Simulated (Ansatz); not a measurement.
# SiO2: enthalpy against pressure

SiO2, Fddd, a = 4.694 Å, b = 9.397 Å, c = 14.684 Å. This isn't the usual stable structure of the compound. Ansatz: LDA, PAW, 420 eV, Γ-centred 6×6×6 mesh on 12 atoms, Gaussian smearing 0.02 eV; no spin polarisation. Cell and atoms are relaxed at each pressure, and no other structure is tried, so the rows at high pressure may lie past a change of phase. y is the enthalpy over the state at zero pressure; there V0 = 13.495 Å³/atom. The pressures are the targets, met within 0.04 GPa.

```
P (GPa) y (eV/atom)
   -3.0            ?
    0.0       0.0000
    3.0       0.2497
    8.0       0.6535
   15.0       1.1953
   30.0       2.2778
```

Problem. Fit y = c1 P + c2 P² + c3 P³ to the other rows, say what c1 and c2 mean, and predict the missing value.

Solution. Least squares on the rows shown. y = 0.084178 P − 0.00032389 P² + 1.6282×10⁻⁶ P³. Since dH/dP = V, c1 is V0: 0.084178 eV/GPa × 160.2 = 13.485 Å³ against 13.495; c2 = −V0/(2B0) gives B0 = 130 GPa, where a Birch–Murnaghan fit to the volumes of the same runs (not shown) gives 124 GPa: a cubic over this range folds the higher terms into c2. At P = -3.0 the fit asked for gives -0.2555 eV/atom. The run gave -0.2558 eV/atom, so the fit is 0.0003 eV/atom too high, a small miss on the scale of the series.